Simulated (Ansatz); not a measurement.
# GaSb (F-43m) in Ansatz: a series of runs

Aim: see how the results for GaSb move with the level of theory and the settings. Levels: RPBE, LDA. Tasks: band structure.

Everything below comes from runs of Ansatz 0.2.0. Logs are shortened: lines on timing, memory, paths and dates and some standing lists are left out, and cuts for length are marked.

**What was measured.**

A printed reference work, data compilation reports, for a bulk crystal of GaSb at 4.2 K: band gap 0.811 eV (direct).

The results are compared with them further down.

## (1) Starting point

Symmetry: F-43m, No. 216, cubic system. The conventional cell has a = 6.118 Å, b = 6.118 Å, c = 6.118 Å, α = 90.00°, β = 90.00°, γ = 90.00°. Sb (site symmetry -43m) is surrounded by 4 Ga at 2.65 Å. Ga (site symmetry -43m) has 4 Sb at 2.65 Å as nearest neighbours.

## (2) Band structure, RPBE

Input file input.yaml:

```yaml
crystal:
  lattice:
    - [0.0, 3.059, 3.059]
    - [3.059, 0.0, 3.059]
    - [3.059, 3.059, 0.0]
  atoms:
    - { symbol: Sb, position: [0.75, 0.75, 0.75] }
    - { symbol: Ga, position: [0.0, 0.0, 0.0] }
kpoints:
  mp_grid: { grid: [8, 8, 8] }
  band_path:
    path:
      - [0.0, 0.0, 0.0]
      - [0.5, 0.0, 0.5]
      - [0.5, 0.25, 0.75]
      - [0.375, 0.375, 0.75]
      - [0.0, 0.0, 0.0]
      - [0.5, 0.5, 0.5]
      - [0.625, 0.25, 0.625]
      - [0.5, 0.25, 0.75]
    npoints: 12
scf:
  occupations: { method: fermi_dirac, width: 0.05 }
hamiltonian:
  xc: rpbe
  pseudopotentials: { kind: all_electron, lapw: { basis_error: 0.001 } }
output:
  forces: true
  stress: true
  eigenvalues: true
```

Potentials or basis: all-electron LAPW, scalar-relativistic.

Command:

```
> ansatz run input.yaml --threads 1 --pin off --max-ram 3072MiB --backend cpu --events-out ev --progress --plain --runs-dir out
```

Log:

```text
Warning: RAYON_NUM_THREADS=1 ignored (pool sized by the plan → 1); use --threads N
LAPW: plane waves up to 8.540 Å⁻¹, error target 1.0e-3 eV per atom; small_component_spin mean_spin; Ga in spheres of 1.299 Å, 21 of its electrons in bands, Dirac shells []; Sb in spheres of 1.350 Å, 23 of its electrons in bands, Dirac shells [] (how accurate: hamiltonian.pseudopotentials.lapw.basis_error, Limitations)
Engine: ansatz 0.2.0, x86_64-unknown-linux-gnu
Pseudopotentials: kind: all_electron
Pseudopotential: Sb, LAPW, valence charge 23, lapw/all_electron/scalar/gaussian/Sb, Koelling and Harmon's equation, gaussian nucleus
Pseudopotential: Ga, LAPW, valence charge 21, lapw/all_electron/scalar/gaussian/Ga, Koelling and Harmon's equation, gaussian nucleus
Functional definition: RPBE
  parameter kappa = 0.804
  parameter beta = 0.06672455060314922
  exchange = rpbe_x(kappa = kappa, mu = beta*pi^2/3)
  correlation = pbe_c(beta = beta)
Crystal: 2 atoms, lattice volume = 57.249 Å³
Basis set: ecut = 277.88592578005455 eV, 609 PW (Γ), exchange–correlation at level 2
Bands: 27, of which v1, the nominal top of the filled ones, is band 22 counted from 1 (21 counted from 0)
Symmetry: 24 space group operations
Space group: F-43m (ITA 216), of the structure as read, at distance tolerance 3.9e-5 Å
k-points: 29 of 512 (time reversal used)
Non-local potential: Sb, projectors of the file, none
Non-local potential: Ga, projectors of the file, none
Initial density: superposition of atomic densities (chi_scale 0.1, normalization cell, long waves kept (reshape's long-wave potential 0.00 eV rms))
Initial wavefunctions: plane waves of lowest kinetic energy (no species holds an atomic orbital)
Functional: x = rpbe, c = pbe(β = 0.06672455060314922)
iter 1 solved again at ethr=6.91e-4 eV; its pass at ethr=1.00e-1 eV (dr2=3.04e-1 eV) is discarded
SCF iter   1: F=—  HF=-229282.682044 eV  |F-HF|=—  |Δ(HF+E_count)|=         —  Δρ=2.12e-2  dr2=3.06e-1  ethr=6.91e-4  ⟨swp⟩=2.6  Hψ=5039  notcnv=0
preconditioner: auto → none  [insulator: Δε(μ)=0.157 eV  Ē_g=15.113 eV  σ=0.050 eV  W_gap=0.61  n_scr=14 (ndim 8)  ℏωp=20.8 eV  f_vac=0.118  D(μ)=0.04/eV (n_scr^D=0)  ε∞_Penn≈2.9]
SCF iter   2: F=—  HF=-229282.654759 eV  |F-HF|=—  |Δ(HF+E_count)|=   2.73e-2  Δρ=9.99e-3  dr2=6.63e-2  ethr=6.91e-4  ⟨swp⟩=2.0  Hψ=2320  notcnv=0
iter 3 solved again at ethr=1.49e-5 eV; its pass at ethr=1.51e-4 eV (dr2=6.55e-3 eV) is discarded
SCF iter   3: F=—  HF=-229282.667229 eV  |F-HF|=—  |Δ(HF+E_count)|=   1.25e-2  Δρ=2.89e-3  dr2=6.57e-3  ethr=1.49e-5  ⟨swp⟩=2.0  Hψ=3918  notcnv=0
SCF iter   4: F=—  HF=-229282.655419 eV  |F-HF|=—  |Δ(HF+E_count)|=   1.18e-2  Δρ=4.83e-4  dr2=1.10e-4  ethr=1.49e-5  ⟨swp⟩=2.8  Hψ=2279  notcnv=0
SCF iter   5: F=—  HF=-229282.655807 eV  |F-HF|=—  |Δ(HF+E_count)|=         —  Δρ=1.54e-4  dr2=1.22e-5  ethr=2.51e-7  ⟨swp⟩=3.0  Hψ=2298  notcnv=0
the basis was enlarged: its passes take 213.0 KiB over the memory plan, 1 of 1 planned eigensolver slots
SCF iter   6: F=—  HF=-229282.655860 eV  |F-HF|=—  |Δ(HF+E_count)|=   5.27e-5  Δρ=3.49e-5  dr2=1.22e-6  ethr=2.77e-8  ⟨swp⟩=3.0  Hψ=2297  notcnv=0
SCF iter   7: F=—  HF=-229282.655862 eV  |F-HF|=—  |Δ(HF+E_count)|=   2.29e-6  Δρ=1.29e-5  dr2=1.06e-7  ethr=2.77e-9  ⟨swp⟩=3.0  Hψ=2297  notcnv=0
SCF iter   8: F=-229282.655863 eV  HF=-229282.655863 eV  |F-HF|=1.68e-8  |Δ(HF+E_count)|=   6.16e-7  Δρ=2.13e-6  dr2=2.95e-9  ethr=2.40e-10  ⟨swp⟩=3.1  Hψ=2301  notcnv=0
SCF 1 converged in 8 iterations: F = -229282.655863 eV  dr2 = 2.95e-9
NSCF: frozen V_eff on 85 k-points
SCF converged after 8 iterations
Free energy (F): -229282.655863 eV
Harris-Foulkes:  -229282.655863 eV  (|F-HF|=1.68e-8)
Internal energy: -229282.655513 eV  (E = F + TS)
E sigma→0 (E₀):  -229282.655688 eV
Entropy (-TS):   -0.000350 eV (-0.175 meV/atom)
Fermi energy:    9.997373 eV
--- Per-component energies (eV) ---
  E_band       = -1767.489226
  E_kinetic    = 239831.797133
  E_xc         = -6718.548312
  E_electrostatic = -462395.904334  (all electrons and nuclei)
  E_smearing   = -0.000350  (= −TS)
  E_closure    = 0.000000  (closes the sum)
  E_atoms      = -229276.009893  (free atoms, spherical and without spin; not in F)
  Σ components = -229282.655863   (vs F -229282.655863, Δ=0.00e0)
  Basis errors (estimates in eV, not in F): energy 4.4e-4 per atom: plane waves 4.0e-4 (2.4e-4 summed), levels above the bands 1.3e-62, relativity 4.1e-8, radial functions 4.1e-5, core shells 4.6e-8; eigenvalues (radial functions only) 9.2e-7; not estimated: angular momenta, meshes, grids; target (lapw.basis_error) 1.0e-3; muffin-tin radii Ga 1.299 Å, Sb 1.350 Å
--- Forces (eV/Å), atoms counted from 1 ---
  atom   1  Sb    -0.00000000     0.00000000     0.00000000
  atom   2  Ga     0.00000000    -0.00000000    -0.00000000
  max |Σ_I F_I| component: 1.79e-17 eV/Å
--- Stress (GPa, compression-positive) ---
        3.893734       0.000000      -0.000000
        0.000000       3.893734       0.000000
       -0.000000       0.000000       3.893734
  P = ⅓ Tr σ = 3.8937 GPa (38.937 kbar)
--- Band table (eV; the first three rows and the last of 29) ---
  k-point 0: bands = ["-134.1455", "-134.1205", "-87.0976", "-87.0976", "-87.0976", "-84.7658", "-84.7658", "-84.7658", "-18.8987", "-18.8987", "-18.8987", "-18.8799", "-18.8799", "-5.0912", "-5.0912", "-5.0912", "-5.0424", "-5.0424", "-1.5524", "9.8901", "9.8901", "9.8901", "10.0333", "12.6943", "12.6943", "12.6943", "15.9215"]
  k-point 1: bands = ["-134.1455", "-134.1205", "-87.0976", "-87.0976", "-87.0976", "-84.7658", "-84.7658", "-84.7658", "-18.8986", "-18.8983", "-18.8983", "-18.8798", "-18.8798", "-5.0954", "-5.0893", "-5.0893", "-5.0426", "-5.0426", "-1.3925", "7.9243", "9.6385", "9.6385", "10.9915", "13.0403", "13.0403", "13.3771", "16.7178"]
  k-point 2: bands = ["-134.1455", "-134.1205", "-87.0976", "-87.0976", "-87.0976", "-84.7658", "-84.7658", "-84.7658", "-18.8984", "-18.8973", "-18.8973", "-18.8795", "-18.8795", "-5.1055", "-5.0850", "-5.0850", "-5.0429", "-5.0429", "-0.9376", "5.9063", "9.1914", "9.1914", "10.7797", "13.5614", "13.5614", "15.1892", "17.2717"]
  k-point 28: bands = ["-134.1455", "-134.1205", "-87.0976", "-87.0976", "-87.0976", "-84.7658", "-84.7658", "-84.7658", "-18.8981", "-18.8964", "-18.8928", "-18.8803", "-18.8779", "-5.1310", "-5.0726", "-5.0680", "-5.0481", "-5.0431", "0.9358", "3.2588", "6.5716", "6.7939", "13.6229", "14.3120", "14.3627", "14.7343", "19.9141"]
```

Wall time 51 s (1 thread of Intel Xeon at 2.50GHz (Skylake/Cascade Lake), shared host); peak memory 0.34 GiB.

What came out:

```
Free energy             : -229282.6559 eV
Pressure                : 3.9 GPa
Band gap on the k mesh  : 0.14 eV, direct
Band gap along the path : 0.14 eV, direct
```

Levels at the corners of the path, in eV from the valence-band top:
| point | band 20 | band 21 | band 22 | band 23 | band 24 | band 25 |
| --- | --- | --- | --- | --- | --- | --- |
| Γ | 0.00 | 0.00 | 0.00 | 0.14 | 2.80 | 2.80 |
| X | -6.76 | -2.56 | -2.56 | 0.99 | 1.36 | 8.76 |
| W | -6.63 | -3.32 | -3.10 | 3.73 | 4.42 | 4.47 |
| K | -6.58 | -3.58 | -2.18 | 1.50 | 3.95 | 6.69 |
| Γ | 0.00 | 0.00 | 0.00 | 0.14 | 2.80 | 2.80 |
| L | -6.32 | -1.15 | -1.15 | 0.49 | 3.79 | 3.79 |
| U | -6.58 | -3.58 | -2.18 | 1.50 | 3.95 | 6.69 |
| W | -6.63 | -3.32 | -3.10 | 3.73 | 4.42 | 4.47 |

Caveat: spin-orbit coupling is left out, which moves the levels of the heavy elements.

## (3) Band structure, LDA, spin-orbit coupling, no magnetisation

Changes to input.yaml since step 2:

```diff
@@ -9,3 +9,3 @@
 kpoints:
-  mp_grid: { grid: [8, 8, 8] }
+  mp_grid: { grid: [6, 6, 6] }
   band_path:
@@ -20,3 +20,3 @@
       - [0.5, 0.25, 0.75]
-    npoints: 12
+    npoints: 10
 scf:
@@ -24,4 +24,7 @@
 hamiltonian:
-  xc: rpbe
+  xc: lda
   pseudopotentials: { kind: all_electron, lapw: { basis_error: 0.001 } }
+magnetization:
+  noncollinear: true
+  spin_orbit: true
 output:
```

Potentials or basis: all-electron LAPW, relativistic spinors.

Command:

```
> ansatz run input.yaml --threads 1 --pin off --max-ram 3072MiB --backend cpu --events-out ev --progress --plain --runs-dir out
```

Log:

```text
Warning: RAYON_NUM_THREADS=1 ignored (pool sized by the plan → 1); use --threads N
LAPW: plane waves up to 8.553 Å⁻¹, error target 1.0e-3 eV per atom; Dirac's equation on spinors; Ga in spheres of 1.300 Å, 21 of its electrons in bands; Sb in spheres of 1.350 Å, 23 of its electrons in bands (how accurate: hamiltonian.pseudopotentials.lapw.basis_error, Limitations)
[... 64 lines left out ...]
  k-point 2: bands = ["-133.9154", "-133.9154", "-133.5379", "-133.5379", "-93.1008", "-93.1008", "-87.2305", "-87.2305", "-84.4281", "-84.4281", "-84.4281", "-84.4281", "-83.5902", "-83.5902", "-83.5901", "-83.5901", "-19.8869", "-19.8868", "-19.8857", "-19.8857", "-18.6478", "-18.6478", "-18.6365", "-18.6365", "-18.6338", "-18.6337", "-5.8853", "-5.8853", "-5.8818", "-5.8775", "-5.4432", "-5.4432", "-5.4192", "-5.4192", "-5.4054", "-5.4009", "-1.0315", "-1.0315", "4.2362", "4.2362", "8.2947", "8.2947", "8.7282", "8.7282", "9.9451", "9.9451", "13.1470", "13.1470", "13.2985", "13.3062", "15.7863", "15.7863", "16.3669", "16.3669"]
  k-point 15: bands = ["-133.9154", "-133.9154", "-133.5379", "-133.5379", "-93.1008", "-93.1008", "-87.2305", "-87.2305", "-84.4281", "-84.4281", "-84.4281", "-84.4281", "-83.5902", "-83.5902", "-83.5901", "-83.5901", "-19.8863", "-19.8857", "-19.8849", "-19.8849", "-18.6472", "-18.6461", "-18.6347", "-18.6346", "-18.6340", "-18.6337", "-5.9051", "-5.8886", "-5.8713", "-5.8663", "-5.4662", "-5.4318", "-5.4143", "-5.4126", "-5.4046", "-5.4003", "0.4021", "0.4078", "2.6626", "2.7591", "6.0771", "6.3798", "6.4821", "6.4955", "11.8361", "12.0707", "12.2254", "12.2492", "15.3597", "15.5429", "15.5462", "15.5813", "19.0724", "19.5045"]
```

bands.tsv:

```text
[... 85 lines left out ...]
```

It took 2.3 min on 1 thread of Intel Xeon at 2.50GHz (Skylake/Cascade Lake), shared host; peak memory 0.49 GiB.

Results:

```
Free energy             : -229101.8335 eV
Pressure                : -1.6 GPa
Band gap along the path : none (metal or under the smearing width)
```

Levels at the corners of the path, in eV from the Fermi level:
```tsv
point	band 41	band 42	band 43	band 44	band 45	band 46	band 47	band 48
Γ	-0.35	-0.35	0.05	0.05	0.05	0.05	2.44	2.44
X	-2.90	-2.90	-2.63	-2.63	0.66	0.66	0.99	0.99
W	-3.75	-3.41	-3.30	-3.29	3.19	3.60	4.07	4.11
K	-3.93	-3.72	-2.38	-2.36	1.13	1.16	3.55	3.69
Γ	-0.35	-0.35	0.05	0.05	0.05	0.05	2.44	2.44
L	-1.56	-1.56	-1.13	-1.13	0.10	0.10	3.50	3.50
U	-3.93	-3.72	-2.38	-2.36	1.13	1.16	3.55	3.69
W	-3.75	-3.41	-3.30	-3.29	3.19	3.60	4.07	4.11
```

Caveat: the k mesh is thin for a metal, which can move the energy by tens of meV per atom; this crystal is a semiconductor, whose small gap the functional closes, so the metal is an error of the method.

## (4) Comparison with measurements

Step 2. Measured gap of GaSb: 0.811 eV (direct; 4.2 K; a printed reference work, data compilation). This calculation gives 0.14 eV (-0.67 eV). Spin-orbit coupling on Ga, Sb is left out. The value is that of RPBE, without temperature or zero-point motion. Semilocal functionals fall short of measured gaps as a rule.

Step 3. Measured gap of GaSb: 0.811 eV (direct; 4.2 K; a printed reference work, data compilation). This calculation gives 0.00 eV (-0.81 eV). The value is that of LDA, without temperature or zero-point motion. Semilocal functionals fall short of measured gaps as a rule.
